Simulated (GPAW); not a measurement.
Runs of GPAW 26.7.0 on Te2Mo. It takes space group P6_3/mmc (No. 194, hexagonal). The conventional cell has a = 3.518 Å, b = 3.518 Å, c = 13.974 Å, α = 90.00°, β = 90.00°, γ = 120.00°. Te (site symmetry 3m) has 3 Mo at 2.72 Å as nearest neighbours. Mo (site symmetry -6m2) has 6 Te at 2.72 Å as nearest neighbours. 

```tsv
task	level	potentials or basis	cell	k mesh	cutoff (eV)	maxiter	eigensolver	optimizer	fmax	max steps	gap on the mesh (eV)	pressure (GPa)	relaxed volume (Å³/atom)	largest force (eV/Å)
single point	TB-mBJ	GPAW PAW data sets for LDA (gpaw-data 1.2.1), pw	as given	6 × 6 × 2	600	150	-	-	-	-	(a)	-	-	-
single point	LDA	the program's PAW data sets (release 1.2.1) made for this functional, pw	as given	7 × 7 × 2	450	120	-	-	-	-	0.81	-4.0	-	(c)
single point	PBE	GPAW PAW data sets (gpaw-data 1.2.1), pw	as given	9 × 9 × 2	600	150	-	-	-	-	(d)	2.3	-	0.10
relaxation of cell and atoms	BLYP+D3(BJ)	PAW data sets generated in the run's folder for this functional, pw	relaxed	5 × 5 × 2	600	150	davidson	FIRE	0.02 eV/Å	40	(b)	0.0	24.15	0.01
relaxation of cell and atoms	mBEEF	GPAW PAW data sets (gpaw-data 1.2.1), pw	relaxed	5 × 5 × 2	600	150	-	LBFGS	0.02 eV/Å	60	1.39	-0.1	28.68	0.01
```

Alike in all rows: no spin polarisation; smearing fermi-dirac 0.05 eV.

**Question.** Fill in the values left out.

**Answer.** (a) 0.92; (b) 0.50; (c) 0.39; (d) 0.77.

Caveats: spin-orbit coupling is left out, which moves the levels of the heavy elements; an odd mesh through Γ misses points on the zone boundary, where band edges often lie (some runs); the PAW data sets were made with another functional, which shifts forces and pressure a little (some runs); later steps reuse the first step's grids (some runs); a model potential gives levels but no total energy (some runs); the cutoff is short for stress and forces, so pressures can be off by a GPa or more (some runs); this functional lacks dispersion, which binds the layers, so the pressure and a relaxed spacing across them are unreliable (some runs).

A k mesh can miss the band edges, and the runs leave out spin-orbit coupling on Mo, Te.

Not every run made on this cell is shown here.
